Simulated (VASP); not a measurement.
# P (P6_3/mmc) in VASP: further runs, part 2 of 2

VASP 6.6.1. The steps go on from the part before.

## (3) Electric field gradients, PBE (x and y stretched by +3 %, z held)

File INCAR:

```
PREC = Accurate
ENCUT = 520
EDIFF = 1E-8
ISMEAR = -1
SIGMA = 0.05
LREAL = False
LASPH = True
NELM = 100
ALGO = Normal
ISIF = 2
LWAVE = False
LCHARG = False
GGA = PE
LEFG = True
NBANDS = 12
```

File KPOINTS:

```
regular mesh
0
Gamma
  15 15 8
```

File POSCAR:

```
P
1.0
    2.7865440399      0.0000000000      0.0000000000
   -1.3932720200      2.4132179274      0.0000000000
    0.0000000000      0.0000000000      4.5876880108
P
2
Direct
    0.3333333333      0.6666666667      0.2500000000
    0.6666666667      0.3333333333      0.7500000000
```

Potentials or basis: VASP PAW PBE potentials, release 64 (P).

Run with:

```sh
> cat potpaw_PBE.64/P/POTCAR > POTCAR
> mpirun -np 1 vasp_std > vasp.out
```

OUTCAR:

```text
PREC = Accurate
   ENCUT = 520
   EDIFF = 1E-8
   ISMEAR = -1
   LREAL = False
   LASPH = True
   NELM = 100
   ISIF = 2
   GGA = PE

 ion  position               nearest neighbor table
   1  0.333  0.667  0.250-   2 2.80   2 2.80   2 2.80   2 2.80   2 2.80   2 2.80
   2  0.667  0.333  0.750-   1 2.80   1 2.80   1 2.80   1 2.80   1 2.80   1 2.80

  LATTYP: Found a hexagonal cell.
 ALAT       =     2.7865440399
 C/A-ratio  =     1.6463719737

  Lattice vectors:

 A1 = (   2.7865440399,   0.0000000000,   0.0000000000)
 A2 = (  -1.3932720200,   2.4132179274,   0.0000000000)
 A3 = (   0.0000000000,   0.0000000000,   4.5876880108)

Analysis of symmetry for initial positions (statically):
=====================================================================
 Subroutine PRICEL returns:
 Original cell was already a primitive cell.

 Routine SETGRP: Setting up the symmetry group for a
 hexagonal supercell.

 Subroutine GETGRP returns: Found 24 space group operations
 (whereof 12 operations were pure point group operations)
 out of a pool of 24 trial point group operations.

The static configuration has the point symmetry D_3d.
 The point group associated with its full space group is D_6h.

Analysis of symmetry for dynamics (positions and initial velocities):
=====================================================================
 Subroutine PRICEL returns:
 Original cell was already a primitive cell.

 Routine SETGRP: Setting up the symmetry group for a
 hexagonal supercell.

 Subroutine GETGRP returns: Found 24 space group operations
 (whereof 12 operations were pure point group operations)
 out of a pool of 24 trial point group operations.

The dynamic configuration has the point symmetry D_3d.
 The point group associated with its full space group is D_6h.

 Subroutine INISYM returns: Found 24 space group operations
 (whereof 12 operations are pure point group operations),
 and found     1 'primitive' translations

----------------------------------------------------------------------------------------

                                     Primitive cell

  volume of cell :      30.8501

  direct lattice vectors                    reciprocal lattice vectors
     2.786544040  0.000000000  0.000000000     0.358867467  0.207192228  0.000000000
    -1.393272020  2.413217927  0.000000000     0.000000000  0.414384457  0.000000000
     0.000000000  0.000000000  4.587688011     0.000000000  0.000000000  0.217974718

  length of vectors
     2.786544040  2.786544040  4.587688011     0.414384457  0.414384457  0.217974718

  position of ions in fractional coordinates (direct lattice)
     0.333333333  0.666666667  0.250000000
     0.666666667  0.333333333  0.750000000

  ion indices of the primitive-cell ions
   primitive index   ion index
                 1           1
                 2           2

----------------------------------------------------------------------------------------

 KPOINTS: regular mesh
[... 87 lines left out ...]
     AMIX     =   0.40;   BMIX     =  1.00
     AMIX_MAG =   1.60;   BMIX_MAG =  1.00
  volume/ion in A,a.u.               =      15.43       104.09
  Fermi-wavevector in a.u.,A,eV,Ry     =   1.124577  2.125143 17.206942  1.264675
  Thomas-Fermi vector in A             =   2.261250
   LORBIT       =      0    0 simple, 1 ext, 2 COOP (PROOUT), +10 PAW based schemes
   GGA     = PE    functional components
   LHFCALC =     F    Hartree Fock is set to
   AEXX    =    0.0000 exact exchange contribution
   IVDW    =     0    specifies the selected vdW correction
   LEPSILON=     F    determine dielectric tensor
   LRPA    =     F    only Hartree local field effects (RPA)
 non-spin polarized calculation
  energy-cutoff  :      520.00
  volume of cell :       30.85
 maximum number of plane-waves:       847
 NGX is ok and might be reduce to    24

 number of electron      10.0000000 magnetization

 number of electron       9.9999999 magnetization

 Free energy of the ion-electron system (eV)
  ---------------------------------------------------
  ext. energy  EPLUGINS =         0.00000000
  ---------------------------------------------------
  free energy    TOTEN  =        -9.09757340 eV

  energy without entropy =       -9.08826160  energy(sigma->0) =       -9.09291750

 E-fermi :   8.9799     XC(G=0): -11.2212

 val. band max:        8.9671051145   @ k =   0.3333   0.2000   0.2500
 cond. band min:       9.0024025084   @ k =   0.4667   0.0667   0.1250
 fundamental gap:      0.0352973939
 Fermi energy:         8.9799196343

 k-point     1 :       0.0000    0.0000    0.0000
  band No.  band energies     occupation
      1      -6.7752      2.00000
      2      -1.4421      2.00000
      3       1.3885      2.00000
      4      13.3830      0.00000
      5      13.3830      0.00000
      6      15.0534      0.00000
      7      15.0534      0.00000
      8      15.1606      0.00000
      9      19.0030      0.00000
     10      19.8383      0.00000
     11      20.4660      0.00000
     12      20.4660      0.00000
[... 331 lines left out ...]
 k-point    24 :       0.4000    0.2000    0.0000
  band No.  band energies     occupation
      1      -1.0053      2.00000
      2       0.2784      2.00000
      3       4.1817      2.00000
      4       5.8689      2.00000
      5       6.0926      2.00000
      6       6.6742      2.00000
      7       8.4744      1.99992
      8       9.8320      0.00000
      9      14.1911      0.00000
     10      19.1512      0.00000
     11      22.6058      0.00000
     12      23.4556      0.00000

 [... further k-points ...]

------------------------ aborting loop because EDIFF is reached ----------------------------------------

  FORCE on cell =-STRESS in cart. coord.  units (eV):
  Direction    XX          YY          ZZ          XY          YZ          ZX
  --------------------------------------------------------------------------------------
  -------------------------------------------------------------------------------------
  Total       -1.1733449     -1.1733449     -0.5264757      0.0000000      0.0000000      0.0000000
  in kB      -60.9368425    -60.9368425    -27.3421474      0.0000000      0.0000000      0.0000000
  external PRESSURE =     -49.7386108 kB  Pullay stress =       0.0000000 kB

 VOLUME and BASIS-vectors are now :
 -----------------------------------------------------------------------------
  energy-cutoff  :      520.00
  volume of cell :       30.85
      direct lattice vectors                 reciprocal lattice vectors
     2.786544040  0.000000000  0.000000000     0.358867467  0.207192228  0.000000000
    -1.393272020  2.413217927  0.000000000     0.000000000  0.414384457  0.000000000
     0.000000000  0.000000000  4.587688011     0.000000000  0.000000000  0.217974718

 POSITION                                       TOTAL-FORCE (eV/Angst)
 -----------------------------------------------------------------------------------
     -0.00000      1.60881      1.14692         0.000000      0.000000      0.000000
      1.39327      0.80441      3.44077        -0.000000     -0.000000      0.000000
 -----------------------------------------------------------------------------------
    total drift:                                0.000000     -0.000000      0.000000

  FREE ENERGIE OF THE ION-ELECTRON SYSTEM (eV)
  ---------------------------------------------------
  free  energy   TOTEN  =        -9.0975733960 eV

  energy  without entropy=       -9.0882616016  energy(sigma->0) =       -9.09291750

 Electric field gradients (V/A^2)
---------------------------------------------------------------------
 ion       V_xx      V_yy      V_zz      V_xy      V_xz      V_yz
---------------------------------------------------------------------
   1       0.945     0.946    -1.891     0.000     0.000    -0.000
   2       0.945     0.946    -1.891     0.000    -0.000     0.000
---------------------------------------------------------------------

 Electric field gradients after diagonalization (V/A^2)
 (convention: |V_zz| > |V_xx| > |V_yy|)
----------------------------------------------------------------------
 ion       V_xx      V_yy      V_zz     asymmetry (V_yy - V_xx)/ V_zz
----------------------------------------------------------------------
   1       0.946     0.945    -1.891       0.000
   2       0.946     0.945    -1.891       0.000
----------------------------------------------------------------------

           NMR quadrupolar parameters

 Cq : quadrupolar parameter    Cq=e*Q*V_zz/h
 eta: asymmetry parameters     (V_yy - V_xx)/ V_zz
 Q  : nuclear electric quadrupole moment in mb (millibarn)
----------------------------------------------------------------------
 ion       Cq(MHz)       eta       Q (mb)
----------------------------------------------------------------------
   1      -0.005       0.000       1.000
   2      -0.005       0.000       1.000
----------------------------------------------------------------------
```

Wall time 19 s (1 thread of Intel Xeon Platinum 8488C (Sapphire Rapids), shared host); peak memory 0.17 GiB.

What came out:

```yaml
Free_energy: -9.0976 eV
Pressure: -5.0 GPa
Band_gap_on_the_k_mesh: none (metal or under the smearing width)
```

Stress tensor (GPa, compression positive):
```
-6.09  0.00  0.00
 0.00 -6.09  0.00
 0.00  0.00 -2.73
```

Electric field gradients, principal values (V/Å²):
```csv
atom,Vxx,Vyy,Vzz
1 P,0.945,0.946,-1.891
2 P,0.945,0.946,-1.891
```
